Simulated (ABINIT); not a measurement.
The system is SnSe.

```xyz
2
Lattice="0.0000 3.0100 3.0100 3.0100 0.0000 3.0100 3.0100 3.0100 0.0000" Properties=species:S:1:pos:R:3 pbc="T T T"
Sn    0.0000    0.0000    0.0000
Se    3.0100    3.0100    3.0100
```

Measurements of this composition are mostly on another form, of space group No. 62.

- Program: ABINIT 10.8.3 (patched build)
- Task: relaxation of cell and atoms
- Functional: LDA
- Potentials or basis: PseudoDojo NC SR LDA v0.4.1 standard
- Cutoff: 1170 eV
- k mesh: 6 × 6 × 6
- Occupations: fermi-dirac, width 0.05 eV
- Spin: no spin polarisation

At the start: pressure -3.7 GPa; volume 27.27 Å³/atom.

Where does the relaxation end?

Over 5 steps the energy falls by 22.5 meV/atom and the volume is 25.43 Å³/atom (-6.8 %); space group Fm-3m (No. 225, to 0.05 Å).

The path:
| step | energy change (eV) | largest force (eV/Å) | pressure (GPa) | volume (Å³) |
| --- | --- | --- | --- | --- |
| 1 | 0.0000 | 0.0000 | -3.67 | 54.54 |
| 2 | -0.0130 | 0.0000 | -3.16 | 53.93 |
| 3 | -0.0446 | 0.0000 | 0.38 | 50.54 |
| 4 | -0.0450 | 0.0000 | -0.03 | 50.88 |
| 5 | -0.0450 | 0.0000 | 0.00 | 50.85 |

Final structure:
```
Sn Se
1.0
     0.00000    2.94055    2.94055
     2.94055    0.00000    2.94055
     2.94055    2.94055    0.00000
Sn Se
1 1
Direct
  0.00000 0.00000 0.00000
  0.50000 0.50000 0.50000
```
